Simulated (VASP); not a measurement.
Here is a VASP 6.6.1 calculation.

File INCAR:

```
ALGO = Normal
EDIFF = 1E-7
ENCUT = 520
GGA = RP
ISIF = 2
ISMEAR = -1
LASPH = T
LCHARG = F
LREAL = F
LWAVE = F
NELM = 100
PREC = Accurate
SIGMA = 0.05
```

Contents of KPOINTS:

```
k-points
0
Gamma
  11 11 11
```

File POSCAR:

```
Al
1.0
    0.0000000000      2.0248050000      2.0248050000
    2.0248050000      0.0000000000      2.0248050000
    2.0248050000      2.0248050000      0.0000000000
Al
1
Direct
    0.0000000000      0.0000000000      0.0000000000
```

Contents of KPOINTS_OPT:

```
path GXWKGLUWLK,UX
15
line-mode
reciprocal
 0.0000000000  0.0000000000  0.0000000000  G
 0.5000000000  0.0000000000  0.5000000000  X

 0.5000000000  0.0000000000  0.5000000000  X
 0.5000000000  0.2500000000  0.7500000000  W

 0.5000000000  0.2500000000  0.7500000000  W
 0.3750000000  0.3750000000  0.7500000000  K

 0.3750000000  0.3750000000  0.7500000000  K
 0.0000000000  0.0000000000  0.0000000000  G

 0.0000000000  0.0000000000  0.0000000000  G
 0.5000000000  0.5000000000  0.5000000000  L

 0.5000000000  0.5000000000  0.5000000000  L
 0.6250000000  0.2500000000  0.6250000000  U

 0.6250000000  0.2500000000  0.6250000000  U
 0.5000000000  0.2500000000  0.7500000000  W

 0.5000000000  0.2500000000  0.7500000000  W
 0.5000000000  0.5000000000  0.5000000000  L

 0.5000000000  0.5000000000  0.5000000000  L
 0.3750000000  0.3750000000  0.7500000000  K

 0.6250000000  0.2500000000  0.6250000000  U
 0.5000000000  0.0000000000  0.5000000000  X
```

Potentials or basis: VASP PAW PBE potentials, release 64 (Al).

Command:

```sh
$ cat potpaw_PBE.64/Al/POTCAR > POTCAR
$ mpirun -np 1 vasp_std > vasp.out
```

(1) What does it give for the pressure?

(2) Predict the band gap along the path.

Results:

(1) 0.8 GPa.

(2) none (metal or under the smearing width).

Caveat: the PAW data sets were made with another functional, which shifts forces and pressure a little.
